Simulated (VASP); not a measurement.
# TaSi2 (P6_222) in VASP: single point with r2SCAN

Aim: the single point of TaSi2 with r2SCAN.

Program: VASP 6.6.1. These are calculated values, not measurements. Logs are shortened: lines on timing, memory, paths and dates and some standing lists are left out, and cuts for length are marked.

## Step 1: The crystal as given

The structure is hexagonal, space group P6_222 (No. 180). The conventional cell has a = 4.779 Å, b = 4.779 Å, c = 6.557 Å, α = 90.00°, β = 90.00°, γ = 120.00°. Ta (site symmetry 222) has 10 Si at 2.60 to 2.83 Å as nearest neighbours. Si (site symmetry 2) has 5 Si at 2.55 to 2.83 Å and 5 Ta at 2.60 to 2.83 Å as nearest neighbours.

The cell is a database's computed one.

## Step 2: Single point, r2SCAN

Contents of POSCAR:

```
TaSi2
1.0
    4.7794479597     -0.0000002894      0.0000000000
   -2.3897237293      4.1391234938      0.0000000000
    0.0000000000      0.0000000000      6.5570381826
Ta Si
3 6
Direct
    0.0000000000      0.5000000000      0.1666666667
    0.5000000000      0.5000000000      0.8333333333
    0.5000000000      0.0000000000      0.5000000000
    0.8416687569      0.6833375139      0.5000000000
    0.1583312431      0.8416687569      0.8333333333
    0.6833375139      0.8416687569      0.1666666667
    0.1583312431      0.3166624861      0.5000000000
    0.8416687569      0.1583312431      0.8333333333
    0.3166624861      0.1583312431      0.1666666667
```

Contents of INCAR.step1:

```
SYSTEM = TaSi2
ALGO     = Normal         ! electronic algorithm
EDIFF    = 1E-4           ! SCF threshold, eV
ENCUT    = 520            ! plane-wave cutoff, eV
GGA      = PE             ! functional
ISMEAR   = 0              ! smearing method
LASPH    = .TRUE.         ! aspherical terms in the spheres
LCHARG   = .FALSE.        ! write CHGCAR
LREAL    = .FALSE.        ! projectors in reciprocal space
LWAVE    = .TRUE.         ! write WAVECAR
NBANDS   = 38             ! bands
NELM     = 100            ! most SCF steps
PREC     = Accurate       ! precision mode
SIGMA    = 0.1            ! smearing width, eV
```

Contents of INCAR.step2:

```
SYSTEM = TaSi2
ALGO     = Normal         ! electronic algorithm
EDIFF    = 1E-6           ! SCF threshold, eV
ENCUT    = 520            ! plane-wave cutoff, eV
ISIF     = 2              ! what is computed and relaxed
ISMEAR   = 0              ! smearing method
ISTART   = 1            
LASPH    = .TRUE.         ! aspherical terms in the spheres
LCHARG   = .FALSE.        ! write CHGCAR
LMIXTAU  = .TRUE.       
LREAL    = .FALSE.        ! projectors in reciprocal space
LWAVE    = .FALSE.        ! write WAVECAR
METAGGA  = R2SCAN         ! meta-GGA
NBANDS   = 38             ! bands
NELM     = 100            ! most SCF steps
PREC     = Accurate       ! precision mode
SIGMA    = 0.1            ! smearing width, eV
```

Contents of KPOINTS:

```
k-points
0
G
  9 9 6
  0 0 0
```

Potentials or basis: VASP PAW PBE potentials, release 64 (Ta_pv, Si).

The run is started by

```sh
cat potpaw_PBE.64/Ta_pv/POTCAR potpaw_PBE.64/Si/POTCAR > POTCAR
cp INCAR.step1 INCAR
mpirun -np 1 vasp_std > vasp.out
cp INCAR.step2 INCAR
mpirun -np 1 vasp_std > vasp.out
```

OUTCAR:

```text
SYSTEM = TaSi2
   EDIFF = 1E-6
   ENCUT = 520
   ISIF = 2
   ISMEAR = 0
   ISTART = 1
   LASPH = .TRUE.
   LREAL = .FALSE.
   METAGGA = R2SCAN
   NELM = 100
   PREC = Accurate

 ion  position               nearest neighbor table
   1  0.000  0.500  0.167-   4 2.60   7 2.60   5 2.60   8 2.60   6 2.73   9 2.73   9 2.73   6 2.73
                             6 2.83   9 2.83   3 3.24   3 3.24   2 3.24   2 3.24
   2  0.500  0.500  0.833-   4 2.60   7 2.60   6 2.60   9 2.60   8 2.73   5 2.73   5 2.73   8 2.73
                             8 2.83   5 2.83   3 3.24   3 3.24   1 3.24   1 3.24
   3  0.500  0.000  0.500-   5 2.60   8 2.60   6 2.60   9 2.60   4 2.73   7 2.73   7 2.73   4 2.73
                             7 2.83   4 2.83   1 3.24   1 3.24   2 3.24   2 3.24
   4  0.842  0.683  0.500-   6 2.55   5 2.55   2 2.60   1 2.60   7 2.62   3 2.73   3 2.73   3 2.83
                             7 2.83   7 2.83
   5  0.158  0.842  0.833-   4 2.55   9 2.55   3 2.60   1 2.60   8 2.62   2 2.73   2 2.73   2 2.83
                             8 2.83   8 2.83
   6  0.683  0.842  0.167-   4 2.55   8 2.55   3 2.60   2 2.60   9 2.62   1 2.73   1 2.73   1 2.83
                             9 2.83   9 2.83
   7  0.158  0.317  0.500-   9 2.55   8 2.55   2 2.60   1 2.60   4 2.62   3 2.73   3 2.73   3 2.83
                             4 2.83   4 2.83
   8  0.842  0.158  0.833-   7 2.55   6 2.55   3 2.60   1 2.60   5 2.62   2 2.73   2 2.73   2 2.83
                             5 2.83   5 2.83
   9  0.317  0.158  0.167-   7 2.55   5 2.55   3 2.60   2 2.60   6 2.62   1 2.73   1 2.73   1 2.83
                             6 2.83   6 2.83

  LATTYP: Found a hexagonal cell.
 ALAT       =     4.7794479597
 C/A-ratio  =     1.3719237531

  Lattice vectors:

 A1 = (   4.7794479597,  -0.0000002894,   0.0000000000)
 A2 = (  -2.3897237293,   4.1391234938,   0.0000000000)
 A3 = (   0.0000000000,   0.0000000000,   6.5570381826)

Analysis of symmetry for initial positions (statically):
=====================================================================
 Subroutine PRICEL returns:
 Original cell was already a primitive cell.

 Routine SETGRP: Setting up the symmetry group for a
 hexagonal supercell.

 Subroutine GETGRP returns: Found 12 space group operations
 (whereof  4 operations were pure point group operations)
 out of a pool of 24 trial point group operations.

The static configuration has the point symmetry D_2 .
 The point group associated with its full space group is D_6 .

Analysis of symmetry for dynamics (positions and initial velocities):
=====================================================================
 Subroutine PRICEL returns:
 Original cell was already a primitive cell.

 Routine SETGRP: Setting up the symmetry group for a
 hexagonal supercell.

 Subroutine GETGRP returns: Found 12 space group operations
 (whereof  4 operations were pure point group operations)
 out of a pool of 24 trial point group operations.

The dynamic configuration has the point symmetry D_2 .
 The point group associated with its full space group is D_6 .

 Subroutine INISYM returns: Found 12 space group operations
 (whereof  4 operations are pure point group operations),
 and found     1 'primitive' translations

----------------------------------------------------------------------------------------

                                     Primitive cell

  volume of cell :     129.7161

  direct lattice vectors                    reciprocal lattice vectors
     4.779447960 -0.000000289  0.000000000     0.209229192  0.120798513  0.000000000
    -2.389723729  4.139123494  0.000000000     0.000000015  0.241597052  0.000000000
     0.000000000  0.000000000  6.557038183     0.000000000  0.000000000  0.152507881

  length of vectors
     4.779447960  4.779447960  6.557038183     0.241597052  0.241597052  0.152507881

  position of ions in fractional coordinates (direct lattice)
     1.000000000  0.500000000  0.166666667
     0.500000000  0.500000000  0.833333333
     0.500000000  0.000000000  0.500000000
     0.841668757  0.683337514  0.500000000
     0.158331243  0.841668757  0.833333333
     0.683337514  0.841668757  0.166666667
     0.158331243  0.316662486  0.500000000
     0.841668757  0.158331243  0.833333333
     0.316662486  0.158331243  0.166666667

  ion indices of the primitive-cell ions
   primitive index   ion index
                 1           1
                 2           2
                 3           3
                 4           4
                 5           5
                 6           6
                 7           7
                 8           8
                 9           9

----------------------------------------------------------------------------------------

 KPOINTS: k-points

Automatic generation of k-mesh.
 Grid dimensions read from file:
 generate k-points for:    9    9    6

 Generating k-lattice:

  Cartesian coordinates                     Fractional coordinates (reciprocal lattice)
     0.023247688  0.013422057  0.000000000     0.111111111 -0.000000000  0.000000000
     0.000000002  0.026844117  0.000000000     0.000000000  0.111111111  0.000000000
     0.000000000  0.000000000  0.025417980     0.000000000  0.000000000  0.166666667

  Length of vectors
     0.026844117  0.026844117  0.025417980

  Shift w.r.t. Gamma in fractional coordinates (k-lattice)
     0.000000000  0.000000000  0.000000000

 Subroutine IBZKPT returns following result:
 ===========================================

 Found     48 irreducible k-points:

 Following reciprocal coordinates:
            Coordinates               Weight
  0.000000  0.000000  0.000000      1.000000
  0.111111 -0.000000  0.000000      6.000000
  0.222222 -0.000000  0.000000      6.000000
  0.333333  0.000000  0.000000      6.000000
  0.444444 -0.000000  0.000000      6.000000
  0.111111  0.111111  0.000000      6.000000
[... 16 lines left out ...]
  0.333333  0.222222  0.166667     24.000000
  0.333333  0.333333  0.166667      4.000000
 [... further k-points ...]
   k-points           NKPTS =     48   k-points in BZ     NKDIM =     48   number of bands    NBANDS=     38
   number of dos      NEDOS =    301   number of ions     NIONS =      9
   total plane-waves  NPLWV =  64800
   dimension x,y,z NGX =    36 NGY =   36 NGZ =   50
   dimension x,y,z NGXF=    72 NGYF=   72 NGZF=  100
   ions per type =               3   6
   NGX,Y,Z   is equivalent  to a cutoff of  12.52, 12.52, 12.68 a.u.
   NGXF,Y,Z  is equivalent  to a cutoff of  25.04, 25.04, 25.35 a.u.
 SYSTEM =  TaSi2
   PREC   = accura    normal or accurate (medium, high low for compatibility)
   ISTART =      1    job   : 0-new  1-cont  2-samecut
   ICHARG =      0    charge: 1-file 2-atom 10-const
   ISPIN  =      1    spin polarized calculation?
   LNONCOLLINEAR =      F non collinear calculations
   LSORBIT =      F    spin-orbit coupling
   LASPH  =      T    aspherical Exc in radial PAW
   ENCUT  =  520.0 eV  38.22 Ry    6.18 a.u.   8.89  8.89 12.19*2*pi/ulx,y,z
   NELM   =    100;   NELMIN=  2; NELMDL=  0     # of ELM steps
   EDIFF  = 0.1E-05   stopping-criterion for ELM
   LREAL  =      F    real-space projection
   EDIFFG = 0.1E-04   stopping-criterion for IOM
   NSW    =      0    number of steps for IOM
   IBRION =     -1    ionic relax: 0-MD 1-quasi-New 2-CG
   NFREE  =      0    steps in history (QN), initial steepest desc. (CG)
   ISIF   =      2    stress and relaxation
   ISYM   =      2    0-nonsym 1-usesym 2-fastsym
   POTIM  = 0.5000    time-step for ionic-motion
   TEBEG  =    0.0;   TEEND  =   0.0 temperature during run
   PSTRESS=    0.0 pullay stress
   NELECT =      57.0000    total number of electrons
   NUPDOWN=      -1.0000    fix difference up-down
   EMIN   =  10.00;   EMAX   =-10.00  energy-range for DOS
   EFERMI =   0.00;   METHOD = LEGACY
   ISMEAR =     0;   SIGMA  =   0.10  broadening in eV -4-tet -1-fermi 0-gaus
   EFERMI_NEDOS =   21; number of points for ismear=-14 and -15
   IALGO  =     38    algorithm
   IMIX   =      4    mixing-type and parameters
     AMIX     =   0.40;   BMIX     =  1.00
     AMIX_MAG =   1.60;   BMIX_MAG =  1.00
  volume/ion in A,a.u.               =      14.41        97.26
  Fermi-wavevector in a.u.,A,eV,Ry     =   1.244615  2.351982 21.076343  1.549068
  Thomas-Fermi vector in A             =   2.378874
   LORBIT       =      0    0 simple, 1 ext, 2 COOP (PROOUT), +10 PAW based schemes
   METAGGA = R2SCAN    functional components
   LHFCALC =     F    Hartree Fock is set to
   AEXX    =    0.0000 exact exchange contribution
   IVDW    =     0    specifies the selected vdW correction
   LEPSILON=     F    determine dielectric tensor
   LRPA    =     F    only Hartree local field effects (RPA)
 non-spin polarized calculation
 Gauss-broadening in eV      SIGMA  =   0.10
  energy-cutoff  :      520.00
  volume of cell :      129.72
 maximum number of plane-waves:      3534
 NGX is ok and might be reduce to    36
   NGX = 17   NGY = 17   NGZ = 25

 number of electron      57.0000003 magnetization

 Free energy of the ion-electron system (eV)
  ---------------------------------------------------
  ext. energy  EPLUGINS =         0.00000000
  ---------------------------------------------------
  free energy    TOTEN  =      -202.41928243 eV

  energy without entropy =     -202.39862721  energy(sigma->0) =     -202.40895482

 E-fermi :   9.4029     XC(G=0): -13.0042

 val. band max:        9.4004141694   @ k =   0.3333   0.2222   0.0000
 cond. band min:       9.4364733527   @ k =   0.4444   0.1111   0.0000
 fundamental gap:      0.0360591833
 Fermi energy:         9.4028724743

 k-point     1 :       0.0000    0.0000    0.0000
  band No.  band energies     occupation
      1     -26.2142      2.00000
      2     -26.2092      2.00000
      3     -26.2092      2.00000
      4     -26.1405      2.00000
      5     -26.1405      2.00000
      6     -26.0336      2.00000
[... 30 lines left out ...]
     37      13.5494      0.00000
     38      13.7051      0.00000

 k-point     2 :       0.1111   -0.0000    0.0000
  band No.  band energies     occupation
      1     -26.2318      2.00000
      2     -26.2124      2.00000
      3     -26.1934      2.00000
      4     -26.1413      2.00000
      5     -26.1388      2.00000
      6     -26.0392      2.00000
[... 30 lines left out ...]
     37      13.3481      0.00000
     38      13.5380      0.00000
[... 859 lines left out ...]
     37      12.8387      0.00000
     38      13.1824      0.00000

 k-point    24 :       0.3333    0.3333    0.1667
  band No.  band energies     occupation
      1     -26.2658      2.00000
      2     -26.2353      2.00000
      3     -26.1992      2.00000
      4     -26.1326      2.00000
      5     -26.1103      2.00000
      6     -26.0777      2.00000
[... 30 lines left out ...]
     37      12.9187      0.00000
     38      13.3114      0.00000

 [... further k-points ...]

------------------------ aborting loop because EDIFF is reached ----------------------------------------

  FORCE on cell =-STRESS in cart. coord.  units (eV):
  Direction    XX          YY          ZZ          XY          YZ          ZX
  --------------------------------------------------------------------------------------
  -------------------------------------------------------------------------------------
  Total        0.2105504      0.2105504      0.1428939     -0.0000000      0.0000000      0.0000000
  in kB        2.6005951      2.6005951      1.7649421     -0.0000000      0.0000000      0.0000000
  external PRESSURE =       2.3220441 kB  Pullay stress =       0.0000000 kB

 VOLUME and BASIS-vectors are now :
 -----------------------------------------------------------------------------
  energy-cutoff  :      520.00
  volume of cell :      129.72
      direct lattice vectors                 reciprocal lattice vectors
     4.779447960 -0.000000289  0.000000000     0.209229192  0.120798513  0.000000000
    -2.389723729  4.139123494  0.000000000     0.000000015  0.241597052  0.000000000
     0.000000000  0.000000000  6.557038183     0.000000000  0.000000000  0.152507881

 POSITION                                       TOTAL-FORCE (eV/Angst)
 -----------------------------------------------------------------------------------
     -1.19486      2.06956      1.09284         0.000000      0.000000     -0.000000
      1.19486      2.06956      5.46420         0.000000      0.000000      0.000000
      2.38972     -0.00000      3.27852         0.000000      0.000000      0.000000
      2.38972      2.82842      3.27852         0.000000      0.014566      0.000000
     -1.25462      3.48377      5.46420        -0.012614      0.007283      0.000000
      1.25462      3.48377      1.09284         0.012614      0.007283     -0.000000
      0.00000      1.31071      3.27852        -0.000000     -0.014566      0.000000
      3.64434      0.65535      5.46420         0.012614     -0.007283      0.000000
      1.13510      0.65535      1.09284        -0.012614     -0.007283     -0.000000
 -----------------------------------------------------------------------------------
    total drift:                               -0.000000     -0.000000      0.000001

  FREE ENERGIE OF THE ION-ELECTRON SYSTEM (eV)
  ---------------------------------------------------
  free  energy   TOTEN  =      -202.4192824305 eV

  energy  without entropy=     -202.3986272097  energy(sigma->0) =     -202.40895482
```

Wall time 5.9 min (1 thread of Intel Xeon 6975P-C (Granite Rapids), shared host); peak memory 0.37 GiB.

What came out:

```
Free energy            : -202.4193 eV
Pressure               : 0.2 GPa
Largest force          : 0.015 eV/Å
Band gap on the k mesh : none (metal or under the smearing width)
```

Forces on the atoms (eV/Å):
```
Ta   0.000  0.000  0.000
Ta   0.000  0.000  0.000
Ta   0.000  0.000  0.000
Si   0.000  0.015  0.000
Si  -0.013  0.007  0.000
Si   0.013  0.007  0.000
Si   0.000 -0.015  0.000
Si   0.013 -0.007  0.000
Si  -0.013 -0.007  0.000
```

Stress tensor (GPa, compression positive):
```
0.26 0.00 0.00
0.00 0.26 0.00
0.00 0.00 0.18
```

Levels at points of the mesh, in eV from the Fermi level:
```
           k point  band 27  band 28  band 29  band 30  band 31  band 32
(0.00, 0.00, 0.00)    -2.36    -2.36    -1.71     0.85     3.20     3.20
(0.00, 0.00, 0.50)    -2.02    -2.02     1.25     1.25     2.82     2.82
```

Caveat: the PAW data sets were made with another functional, which shifts forces and pressure a little. The run has no spin-orbit coupling, so splittings on Ta are missing.
